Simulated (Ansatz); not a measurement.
MgI2 (fluorite), relaxed with r2SCAN, was run in Ansatz under altered settings. All numbers are computed, without spin polarisation but where a row says otherwise.

```xyz
3
Lattice="0.0000 3.7557 3.7557 3.7557 0.0000 3.7557 3.7557 3.7557 0.0000" Properties=species:S:1:pos:R:3 pbc="T T T"
Mg    0.0000    0.0000    0.0000
I     1.8779    1.8779    1.8779
I     5.6336    5.6336    5.6336
```

The base run's other keys:
```yaml
kpoints:
  mp_grid: { grid: [4, 4, 4] }
hamiltonian:
  xc: hse06
scf:
  occupations: { method: fixed }
  n_extra_bands: 4
```

It takes 12 iterations with 2085 plane waves at 420 eV and 8 k points, and leaves a mean stress of -0.45 GPa. The gap over this mesh is 1.427 eV. It ran on 4 threads of Arm Neoverse V1 (shared host).

Outcomes, with energy and stress as changes against the base:
```csv
setting,outcome,ΔF (meV/atom),Δ mean stress (GPa),gap on the mesh (eV),iterations,wall time
"PBE hybrid, exx coeff 1.0, unscreened",converged,–,-1.5,7.158,17,16 s
hamiltonian.xc: lc_wpbe,converged,–,-0.7,5.963,15,17 s
"PBE hybrid, exx coeff 0.15, unscreened",converged,–,+0.3,1.470,11,12 s
"PBE hybrid, exx coeff 0.35, omega 0.2078 1/Å",converged,–,-0.2,1.785,14,13 s
```
A dash marks a value that wasn't obtained or can't be compared. Stress is positive in compression. The base took 12 s.

- PBE hybrid, exx coeff 1.0, unscreened. That is 100 % exact exchange, at all ranges, against HSE06's 25 % screened at 0.208 1/Å. The mean stress moves by -1.5 GPa and the gap on the mesh by +5.731 eV (to 7.158). Totals of different functionals aren't comparable.
- hamiltonian.xc: lc_wpbe. The mean stress moves by -0.7 GPa and the gap on the mesh by +4.536 eV (to 5.963). It's another functional on the same cell, so totals aren't comparable.
- PBE hybrid, exx coeff 0.15, unscreened. That is 15 % exact exchange, at all ranges, against HSE06's 25 % screened at 0.208 1/Å. The mean stress moves by +0.3 GPa and the gap on the mesh by +0.043 eV (to 1.470). Totals of different functionals aren't comparable.
- PBE hybrid, exx coeff 0.35, omega 0.2078 1/Å. That is 35 % exact exchange, screened with ω = 0.2078 1/Å, against HSE06's 25 % screened at 0.208 1/Å. The mean stress moves by -0.2 GPa and the gap on the mesh by +0.358 eV (to 1.785). Totals of different functionals aren't comparable.

No spin-orbit coupling is included; it can move band edges with weight on the heavy atoms by tenths of an eV.

The stress of a hybrid is loosely converged in these runs.

The meshes of the hybrids are coarse, so their gaps aren't converged to the digits shown.
